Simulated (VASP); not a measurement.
# PbO: G0W0 on PBE, by tags set and frequency points

PbO, P4/nmm (no. 129), 4 atoms in the cell. PBE, GW; PAW potentials Pb_d_GW, O_GW (PBE set).

| Tags set | Frequency points | Quasiparticle gap on the mesh (eV) | Gap of the starting point on the mesh (eV) | Quasiparticle gap at the zone centre (eV) | Starting gap at the zone centre (eV) | Correction of the gap between the band edges on the mesh (eV) | Time (s) |
|---|---|---|---|---|---|---|---|
| NOMEGA = 48, OMEGAMAX left out | 48 | 2.26 | 1.14 | 3.69 | 2.43 | 1.12 | 98 |
| NOMEGA = 48, OMEGAMAX = 30 | 48 | 1.53 | 1.14 | 2.94 | 2.43 | 0.39 | 89 |
| NOMEGA = 96, OMEGAMAX left out | 96 | 1.71 | 1.14 | 3.13 | 2.43 | 0.57 | 110 |
| NOMEGA = 96, OMEGAMAX = 30 | 96 | 1.44 | 1.14 | 2.86 | 2.43 | 0.30 | 105 |
| NOMEGA = 96, OMEGAMAX = 20 | 96 | 1.43 | 1.14 | 2.84 | 2.43 | 0.29 | 93 |
| NOMEGA = 96, OMEGAMAX = 60 | 96 | 1.53 | 1.14 | 2.94 | 2.43 | 0.39 | 94 |
| NOMEGA = 200, OMEGAMAX left out | 200 | 1.50 | 1.14 | 2.91 | 2.43 | 0.36 | 110 |
| NOMEGA = 200, OMEGAMAX = 30 | 200 | 1.42 | 1.14 | 2.84 | 2.43 | 0.28 | 105 |

Limits: spin-orbit coupling is left out, which can change the gap by several tenths of an eV or more with Pb; the mesh is coarse: neither the gap nor the screening is converged.

## Input of the first row

INCAR.step1:
```
PREC = Accurate
ENCUT = 500
ISMEAR = 0
SIGMA = 0.05
LASPH = True
LREAL = False
GGA = PE
ALGO = Normal
EDIFF = 1E-8
NELM = 150
LWAVE = True
LCHARG = False
```

INCAR.step2, as INCAR.step1 but for:
```
- ALGO = Normal
- NELM = 150
+ ALGO = Exact
+ NELM = 1
+ ISTART = 1
+ NBANDS = 288
+ LOPTICS = True
```

INCAR.step3:
```
PREC = Accurate
ENCUT = 500
ISMEAR = 0
SIGMA = 0.05
LASPH = True
LREAL = False
GGA = PE
ALGO = EVGW0
NBANDS = 288
NBANDSGW = 26
ENCUTGW = 130
NOMEGA = 48
PRECFOCK = Fast
ISTART = 1
LWAVE = False
LCHARG = False
NELMGW = 1
```

KPOINTS:
```
k-points
0
Gamma
  2 2 2
```

POSCAR:
```
PbO
1.0
    3.9900000000      0.0000000000      0.0000000000
    0.0000000000      3.9900000000      0.0000000000
    0.0000000000      0.0000000000      5.0100000000
Pb O
2 2
Direct
    0.5000000000      0.0000000000      0.7600000000
    0.0000000000      0.5000000000      0.2400000000
    0.5000000000      0.5000000000      0.0000000000
    0.0000000000      0.0000000000      0.0000000000
```

Commands (each step's output is kept before the next begins):
```
cat potpaw_PBE.64/Pb_d_GW/POTCAR potpaw_PBE.64/O_GW/POTCAR > POTCAR
cp INCAR.step1 INCAR
mpirun -np 4 vasp_std > vasp.out
cp INCAR.step2 INCAR
mpirun -np 4 vasp_std > vasp.out
cp INCAR.step3 INCAR
mpirun -np 4 vasp_std > vasp.out
```

Changes of the last row against the first:
```
(step 3)
- NOMEGA = 48
+ NOMEGA = 200
+ OMEGAMAX = 30
```

VASP 6.6.1 took 98 s on 4 cores (Intel Xeon Platinum 8488C (Sapphire Rapids)), a shared host.
